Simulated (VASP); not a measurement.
# GaSb (F-43m) in VASP: further runs, part 2 of 2

VASP 6.6.1. The steps go on from the part before.

## Step 3: Single point, PBE, spin-orbit coupling, no magnetisation

The input, INCAR:

```
SYSTEM = GaSb
  ALGO = Normal
  EDIFF = 1E-7
  ENCUT = 750
  GGA = PE
  GGA_COMPAT = .FALSE.
  ISIF = 2
  ISMEAR = 0
  LASPH = .TRUE.
  LCHARG = .FALSE.
  LNONCOLLINEAR = .TRUE.
  LORBIT = 11
  LREAL = .FALSE.
  LSORBIT = .TRUE.
  LWAVE = .FALSE.
  MAGMOM = 0 0 0 0 0 0
  NBANDS = 34
  NELM = 100
  PREC = Accurate
  SIGMA = 0.02
```

The input, KPOINTS:

```
k-points
0
G
  8 8 8
  0 0 0
```

The input, POSCAR:

```
GaSb
1.0
    0.0000000000      3.0590000000      3.0590000000
    3.0590000000      0.0000000000      3.0590000000
    3.0590000000      3.0590000000      0.0000000000
Sb Ga
1 1
Direct
    0.7500000000      0.7500000000      0.7500000000
    0.0000000000      0.0000000000      0.0000000000
```

Potentials or basis: VASP PAW PBE potentials, release 64 (Sb, Ga_d).

Launch:

```console
$ cat potpaw_PBE.64/Sb/POTCAR potpaw_PBE.64/Ga_d/POTCAR > POTCAR
$ mpirun -np 1 vasp_ncl > vasp.out
```

OUTCAR:

```text
SYSTEM = GaSb
   EDIFF = 1E-7
   ENCUT = 750
   GGA = PE
   ISIF = 2
   ISMEAR = 0
   LASPH = .TRUE.
   LNONCOLLINEAR = .TRUE.
   LORBIT = 11
   LREAL = .FALSE.
   LSORBIT = .TRUE.
   NELM = 100
   PREC = Accurate

 Found     43 irreducible k-points:

 Following reciprocal coordinates:
            Coordinates               Weight
  0.000000  0.000000  0.000000      1.000000
  0.125000  0.000000  0.000000      4.000000
 -0.125000  0.000000  0.000000      4.000000
  0.250000  0.000000  0.000000      4.000000
 -0.250000  0.000000  0.000000      4.000000
  0.375000  0.000000  0.000000      4.000000
   k-points           NKPTS =     43   k-points in BZ     NKDIM =     43   number of bands    NBANDS=     34
   number of dos      NEDOS =    301   number of ions     NIONS =      2
   total plane-waves  NPLWV =  64000
   dimension x,y,z NGX =    40 NGY =   40 NGZ =   40
   dimension x,y,z NGXF=    80 NGYF=   80 NGZF=   80
   ions per type =               1   1
   NGX,Y,Z   is equivalent  to a cutoff of  15.37, 15.37, 15.37 a.u.
   NGXF,Y,Z  is equivalent  to a cutoff of  30.74, 30.74, 30.74 a.u.
 SYSTEM =  GaSb
   PREC   = accura    normal or accurate (medium, high low for compatibility)
   ISTART =      0    job   : 0-new  1-cont  2-samecut
   ICHARG =      2    charge: 1-file 2-atom 10-const
   ISPIN  =      1    spin polarized calculation?
   LNONCOLLINEAR =      T non collinear calculations
   LSORBIT =      T    spin-orbit coupling
   LASPH  =      T    aspherical Exc in radial PAW
   ENCUT  =  750.0 eV  55.12 Ry    7.42 a.u.   9.66  9.66  9.66*2*pi/ulx,y,z
   NELM   =    100;   NELMIN=  2; NELMDL= -5     # of ELM steps
   EDIFF  = 0.1E-06   stopping-criterion for ELM
   LREAL  =      F    real-space projection
   EDIFFG = 0.1E-05   stopping-criterion for IOM
   NSW    =      0    number of steps for IOM
   IBRION =     -1    ionic relax: 0-MD 1-quasi-New 2-CG
   NFREE  =      0    steps in history (QN), initial steepest desc. (CG)
   ISIF   =      2    stress and relaxation
   ISYM   =      2    0-nonsym 1-usesym 2-fastsym
   POTIM  = 0.5000    time-step for ionic-motion
   TEBEG  =    0.0;   TEEND  =   0.0 temperature during run
   PSTRESS=    0.0 pullay stress
   NELECT =      18.0000    total number of electrons
   NUPDOWN=      -1.0000    fix difference up-down
   EMIN   =  10.00;   EMAX   =-10.00  energy-range for DOS
   EFERMI =   0.00;   METHOD = LEGACY
   ISMEAR =     0;   SIGMA  =   0.02  broadening in eV -4-tet -1-fermi 0-gaus
   EFERMI_NEDOS =   21; number of points for ismear=-14 and -15
   IALGO  =     38    algorithm
   IMIX   =      4    mixing-type and parameters
     AMIX     =   0.40;   BMIX     =  1.00
     AMIX_MAG =   1.60;   BMIX_MAG =  1.00
  volume/ion in A,a.u.               =      28.62       193.17
  Fermi-wavevector in a.u.,A,eV,Ry     =   1.113208  2.103657 16.860766  1.239231
  Thomas-Fermi vector in A             =   2.249790
   LORBIT       =     11    0 simple, 1 ext, 2 COOP (PROOUT), +10 PAW based schemes
   GGA     = PE    functional components
   LHFCALC =     F    Hartree Fock is set to
   AEXX    =    0.0000 exact exchange contribution
   IVDW    =     0    specifies the selected vdW correction
   LEPSILON=     F    determine dielectric tensor
   LRPA    =     F    only Hartree local field effects (RPA)
 Gauss-broadening in eV      SIGMA  =   0.02
  energy-cutoff  :      750.00
  volume of cell :       57.25
 maximum number of plane-waves:      5396
   NGX = 19   NGY = 19   NGZ = 19

 number of electron      18.0000000 magnetization       0.0000000      0.0000000      0.0000000

 number of electron      18.0000003 magnetization      -0.0000000      0.0000000      0.0000000

 number of electron      18.0000003 magnetization      -0.0000000     -0.0000000      0.0000000

[... 18 lines left out ...]
 k-point     1 :       0.0000    0.0000    0.0000
  band No.  band energies     occupation
      1     -10.4199      1.00000
      2     -10.4199      1.00000
      3     -10.4199      1.00000
      4     -10.4199      1.00000
      5      -9.9840      1.00000
      6      -9.9840      1.00000
[... 187 lines left out ...]
     29      13.3672      0.00000
     30      13.3672      0.00000

 [... further k-points ...]

 [bands above 30 left out]

------------------------ aborting loop because EDIFF is reached ----------------------------------------

  FORCE on cell =-STRESS in cart. coord.  units (eV):
  Direction    XX          YY          ZZ          XY          YZ          ZX
  --------------------------------------------------------------------------------------
  -------------------------------------------------------------------------------------
  Total        0.8915165      0.8915165      0.8915165     -0.0000000     -0.0000000     -0.0000000
  in kB       24.9500570     24.9500570     24.9500570     -0.0000000     -0.0000000     -0.0000000
  external PRESSURE =      24.9500570 kB  Pullay stress =       0.0000000 kB

 VOLUME and BASIS-vectors are now :
 -----------------------------------------------------------------------------
  energy-cutoff  :      750.00
  volume of cell :       57.25
      direct lattice vectors                 reciprocal lattice vectors
     0.000000000  3.059000000  3.059000000    -0.163452109  0.163452109  0.163452109
     3.059000000  0.000000000  3.059000000     0.163452109 -0.163452109  0.163452109
     3.059000000  3.059000000  0.000000000     0.163452109  0.163452109 -0.163452109

 POSITION                                       TOTAL-FORCE (eV/Angst)
 -----------------------------------------------------------------------------------
      4.58850      4.58850      4.58850         0.000000      0.000000     -0.000000
      0.00000      0.00000      0.00000        -0.000000     -0.000000      0.000000
 -----------------------------------------------------------------------------------
    total drift:                                0.000000      0.000000      0.000000

  FREE ENERGIE OF THE ION-ELECTRON SYSTEM (eV)
  ---------------------------------------------------
  free  energy   TOTEN  =        -7.4134668783 eV

  energy  without entropy=       -7.4134228010  energy(sigma->0) =       -7.41344484

 Spin-Orbit-Coupling matrix elements

 Ion:    1  E_soc:     -0.1240915
 l=   1
     0.0000000    -0.0205355    -0.0205355
    -0.0205355     0.0000000    -0.0205355
    -0.0205355    -0.0205355     0.0000000
 l=   2
     0.0000000    -0.0000572     0.0000000    -0.0000572    -0.0000892
    -0.0000572     0.0000000    -0.0000669    -0.0000572    -0.0000223
     0.0000000    -0.0000669     0.0000000    -0.0000669     0.0000000
    -0.0000572    -0.0000572    -0.0000669     0.0000000    -0.0000223
    -0.0000892    -0.0000223     0.0000000    -0.0000223     0.0000000
 l=   3
     0.0000000     0.0000000     0.0000000     0.0000000     0.0000000     0.0000000     0.0000000
     0.0000000     0.0000000     0.0000000     0.0000000     0.0000000     0.0000000     0.0000000
     0.0000000     0.0000000     0.0000000     0.0000000     0.0000000     0.0000000     0.0000000
     0.0000000     0.0000000     0.0000000     0.0000000     0.0000000     0.0000000     0.0000000
     0.0000000     0.0000000     0.0000000     0.0000000     0.0000000     0.0000000     0.0000000
     0.0000000     0.0000000     0.0000000     0.0000000     0.0000000     0.0000000     0.0000000
     0.0000000     0.0000000     0.0000000     0.0000000     0.0000000     0.0000000     0.0000000

 Ion:    2  E_soc:     -0.0125601
 l=   1
     0.0000000    -0.0012801    -0.0012801
    -0.0012801     0.0000000    -0.0012801
    -0.0012801    -0.0012801     0.0000000
 l=   2
     0.0000000    -0.0001524     0.0000000    -0.0001524    -0.0006609
    -0.0001524     0.0000000    -0.0004956    -0.0001524    -0.0001652
     0.0000000    -0.0004956     0.0000000    -0.0004956     0.0000000
    -0.0001524    -0.0001524    -0.0004956     0.0000000    -0.0001652
    -0.0006609    -0.0001652     0.0000000    -0.0001652     0.0000000
 l=   3
     0.0000000     0.0000000     0.0000000     0.0000000     0.0000000     0.0000000     0.0000000
     0.0000000     0.0000000     0.0000000     0.0000000     0.0000000     0.0000000     0.0000000
     0.0000000     0.0000000     0.0000000     0.0000000     0.0000000     0.0000000     0.0000000
     0.0000000     0.0000000     0.0000000     0.0000000     0.0000000     0.0000000     0.0000000
     0.0000000     0.0000000     0.0000000     0.0000000     0.0000000     0.0000000     0.0000000
     0.0000000     0.0000000     0.0000000     0.0000000     0.0000000     0.0000000     0.0000000
     0.0000000     0.0000000     0.0000000     0.0000000     0.0000000     0.0000000     0.0000000

 total charge

# of ion       s       p       d       tot
------------------------------------------
    1        1.128   1.344   0.028   2.500
    2        0.910   0.765   9.963  11.637
--------------------------------------------------
tot          2.038   2.109   9.990  14.137

 magnetization (x)

# of ion       s       p       d       tot
------------------------------------------
    1       -0.000  -0.000  -0.000  -0.000
    2        0.000   0.000   0.000   0.000
--------------------------------------------------
tot         -0.000   0.000  -0.000   0.000

 magnetization (y)

# of ion       s       p       d       tot
------------------------------------------
    1        0.000   0.000   0.000   0.000
    2        0.000  -0.000  -0.000  -0.000
--------------------------------------------------
tot          0.000  -0.000  -0.000  -0.000

 magnetization (z)

# of ion       s       p       d       tot
------------------------------------------
    1        0.000   0.000   0.000   0.000
    2       -0.000  -0.000   0.000  -0.000
--------------------------------------------------
tot         -0.000  -0.000   0.000  -0.000
```

OSZICAR:

```text
N       E                     dE             d eps       ncg     rms          rms(c)
DAV:   1     0.146973567748E+03    0.14697E+03   -0.93881E+03  3270   0.166E+03
DAV:   2     0.136608701369E+02   -0.13331E+03   -0.12522E+03  3084   0.463E+02
DAV:   3    -0.663121660891E+01   -0.20292E+02   -0.19960E+02  3588   0.120E+02
DAV:   4    -0.745240908016E+01   -0.82119E+00   -0.81877E+00  3372   0.249E+01
DAV:   5    -0.746993281370E+01   -0.17524E-01   -0.17518E-01  3780   0.358E+00    0.360E+00
DAV:   6    -0.742507342466E+01    0.44859E-01   -0.59766E-02  4144   0.376E+00    0.212E+00
DAV:   7    -0.741216805600E+01    0.12905E-01   -0.29802E-02  3246   0.127E+00    0.134E+00
DAV:   8    -0.741246862682E+01   -0.30057E-03   -0.44711E-03  3372   0.461E-01    0.244E-01
DAV:   9    -0.741314437492E+01   -0.67575E-03   -0.87833E-04  3222   0.257E-01    0.538E-02
DAV:  10    -0.741339011199E+01   -0.24574E-03   -0.24332E-04  3168   0.124E-01    0.200E-02
DAV:  11    -0.741346614330E+01   -0.76031E-04   -0.10167E-04  3308   0.522E-02    0.877E-03
DAV:  12    -0.741346674440E+01   -0.60110E-06   -0.23768E-06  3870   0.102E-02    0.714E-03
DAV:  13    -0.741346693557E+01   -0.19117E-06   -0.43402E-07  2824   0.326E-03    0.188E-03
DAV:  14    -0.741346687832E+01    0.57248E-07   -0.19401E-07  2810   0.387E-03
   1 F= -.74134669E+01 E0= -.74134448E+01  d E =-.440773E-04  mag=    -0.0000     0.0000     0.0000
```

Run time: 3.4 min. Hardware: 1 thread of Intel Xeon 6975P-C (Granite Rapids), shared host; peak memory 0.59 GiB.

The run converged, but some of its settings lie outside the range that counts as converged, so its numbers aren't taken as properties of the crystal.

What came out:

* Free energy: -7.4135 eV
* Pressure: 2.5 GPa
* Valence electrons inside the program's atomic spheres: Sb 2.50; Ga 11.64

## Step 4: Single point, PBE, spin-orbit coupling, no magnetisation

INCAR, as its differences from that of step 3:

```diff
@@ -3,3 +3,3 @@
   EDIFF = 1E-7
-  ENCUT = 750
+  ENCUT = 250
   GGA = PE
```

The input, KPOINTS:

```
k-points
0
G
  4 4 4
  0 0 0
```

POSCAR is that of step 3.

Launch:

```console
$ cat potpaw_PBE.64/Sb/POTCAR potpaw_PBE.64/Ga_d/POTCAR > POTCAR
$ mpirun -np 1 vasp_ncl > vasp.out
```

It took 9.4 s on 1 thread of Intel Xeon 6975P-C (Granite Rapids), shared host; peak memory 0.19 GiB.

The run converged, but a check on its numbers failed (symmetry, net force, bounds or a known fault of this set-up), so they aren't taken as properties of the crystal.

Caveat: the k mesh is coarse (spacing up to 0.44 Å⁻¹), so the values aren't converged; the cutoff lies under the usual one of these potentials, so the numbers hold a large basis-set error.

## Step 5: Single point, PBE, spin-orbit coupling, no magnetisation

INCAR, as its differences from that of step 4:

```diff
@@ -3,3 +3,3 @@
   EDIFF = 1E-7
-  ENCUT = 250
+  ENCUT = 300
   GGA = PE
```

KPOINTS is that of step 4.

POSCAR is that of step 4.

Potentials or basis: VASP PAW PBE potentials, release 64 (Sb, Ga_d).

Launch:

```console
$ cat potpaw_PBE.64/Sb/POTCAR potpaw_PBE.64/Ga_d/POTCAR > POTCAR
$ mpirun -np 1 vasp_ncl > vasp.out
```

OUTCAR:

```text
SYSTEM = GaSb
   EDIFF = 1E-7
   ENCUT = 300
   GGA = PE
   ISIF = 2
   ISMEAR = 0
   LASPH = .TRUE.
   LNONCOLLINEAR = .TRUE.
   LORBIT = 11
   LREAL = .FALSE.
   LSORBIT = .TRUE.
   NELM = 100
   PREC = Accurate

 Found     10 irreducible k-points:

 Following reciprocal coordinates:
            Coordinates               Weight
  0.000000  0.000000  0.000000      1.000000
  0.250000  0.000000  0.000000      4.000000
 -0.250000  0.000000  0.000000      4.000000
  0.500000  0.000000  0.000000      4.000000
  0.250000  0.250000  0.000000      6.000000
  0.500000  0.250000  0.000000     12.000000
   k-points           NKPTS =     10   k-points in BZ     NKDIM =     10   number of bands    NBANDS=     34
   number of dos      NEDOS =    301   number of ions     NIONS =      2
   total plane-waves  NPLWV =  13824
   dimension x,y,z NGX =    24 NGY =   24 NGZ =   24
   dimension x,y,z NGXF=    48 NGYF=   48 NGZF=   48
   ions per type =               1   1
   NGX,Y,Z   is equivalent  to a cutoff of   9.22,  9.22,  9.22 a.u.
   NGXF,Y,Z  is equivalent  to a cutoff of  18.45, 18.45, 18.45 a.u.
 SYSTEM =  GaSb
   PREC   = accura    normal or accurate (medium, high low for compatibility)
   ISTART =      0    job   : 0-new  1-cont  2-samecut
   ICHARG =      2    charge: 1-file 2-atom 10-const
   ISPIN  =      1    spin polarized calculation?
   LNONCOLLINEAR =      T non collinear calculations
   LSORBIT =      T    spin-orbit coupling
[... 314 lines left out ...]
     0.0000000     0.0000000     0.0000000     0.0000000     0.0000000     0.0000000     0.0000000
     0.0000000     0.0000000     0.0000000     0.0000000     0.0000000     0.0000000     0.0000000
     0.0000000     0.0000000     0.0000000     0.0000000     0.0000000     0.0000000     0.0000000

 Ion:    2  E_soc:     -0.0117323
 l=   1
     0.0000000    -0.0011584    -0.0011584
    -0.0011584     0.0000000    -0.0011584
    -0.0011584    -0.0011584     0.0000000
 l=   2
     0.0000000    -0.0001412     0.0000000    -0.0001412    -0.0006558
    -0.0001412     0.0000000    -0.0004918    -0.0001412    -0.0001639
     0.0000000    -0.0004918     0.0000000    -0.0004918     0.0000000
    -0.0001412    -0.0001412    -0.0004918     0.0000000    -0.0001639
    -0.0006558    -0.0001639     0.0000000    -0.0001639     0.0000000
 l=   3
     0.0000000     0.0000000     0.0000000     0.0000000     0.0000000     0.0000000     0.0000000
     0.0000000     0.0000000     0.0000000     0.0000000     0.0000000     0.0000000     0.0000000
     0.0000000     0.0000000     0.0000000     0.0000000     0.0000000     0.0000000     0.0000000
     0.0000000     0.0000000     0.0000000     0.0000000     0.0000000     0.0000000     0.0000000
     0.0000000     0.0000000     0.0000000     0.0000000     0.0000000     0.0000000     0.0000000
     0.0000000     0.0000000     0.0000000     0.0000000     0.0000000     0.0000000     0.0000000
     0.0000000     0.0000000     0.0000000     0.0000000     0.0000000     0.0000000     0.0000000

 total charge

# of ion       s       p       d       tot
------------------------------------------
    1        1.121   1.364   0.026   2.512
    2        0.900   0.776   9.961  11.638
--------------------------------------------------
tot          2.022   2.140   9.987  14.149

 magnetization (x)

# of ion       s       p       d       tot
------------------------------------------
    1        0.000   0.000   0.000   0.000
    2        0.000  -0.000  -0.000   0.000
--------------------------------------------------
tot          0.000  -0.000  -0.000   0.000

 magnetization (y)

# of ion       s       p       d       tot
------------------------------------------
    1        0.000   0.000   0.000   0.000
    2       -0.000  -0.000   0.000  -0.000
--------------------------------------------------
tot         -0.000   0.000   0.000  -0.000

 magnetization (z)

# of ion       s       p       d       tot
------------------------------------------
    1       -0.000   0.000   0.000   0.000
    2       -0.000  -0.000  -0.000  -0.000
--------------------------------------------------
tot         -0.000  -0.000   0.000  -0.000
```

OSZICAR:

```text
N       E                     dE             d eps       ncg     rms          rms(c)
DAV:   1     0.986043071347E+02    0.98604E+02   -0.58237E+03   736   0.963E+02
DAV:   2     0.553667726642E+01   -0.93068E+02   -0.88539E+02   704   0.279E+02
DAV:   3    -0.694215284135E+01   -0.12479E+02   -0.12342E+02   872   0.843E+01
DAV:   4    -0.728575859649E+01   -0.34361E+00   -0.34272E+00   760   0.155E+01
DAV:   5    -0.729375271642E+01   -0.79941E-02   -0.79918E-02   892   0.220E+00    0.366E+00
DAV:   6    -0.724104482420E+01    0.52708E-01   -0.60167E-02   968   0.362E+00    0.216E+00
DAV:   7    -0.722658058544E+01    0.14464E-01   -0.35129E-02   774   0.127E+00    0.138E+00
DAV:   8    -0.722744054216E+01   -0.85996E-03   -0.52105E-03   772   0.478E-01    0.273E-01
DAV:   9    -0.722841610211E+01   -0.97556E-03   -0.11320E-03   760   0.269E-01    0.628E-02
DAV:  10    -0.722874881396E+01   -0.33271E-03   -0.31733E-04   726   0.144E-01    0.216E-02
DAV:  11    -0.722885019740E+01   -0.10138E-03   -0.14200E-04   734   0.628E-02    0.110E-02
DAV:  12    -0.722885060501E+01   -0.40761E-06   -0.32626E-06   956   0.121E-02    0.101E-02
DAV:  13    -0.722885060754E+01   -0.25320E-08   -0.67980E-07   654   0.470E-03
   1 F= -.72288506E+01 E0= -.72286743E+01  d E =-.352618E-03  mag=     0.0000     0.0000     0.0000
```

Run time: 10 s. Hardware: 1 thread of Intel Xeon 6975P-C (Granite Rapids), shared host; peak memory 0.19 GiB.

The run converged, but some of its settings lie outside the range that counts as converged, so its numbers aren't taken as properties of the crystal.

What came out:

```
Free energy                                           : -7.2289 eV
Valence electrons inside the program's atomic spheres : Sb 2.51; Ga 11.64
```

Caveat: the k mesh is coarse (spacing up to 0.44 Å⁻¹), so the values aren't converged; the cutoff is under 1.25 times the usual one of these potentials, so pressure, stress and relaxed cells hold a basis-set (Pulay) error.
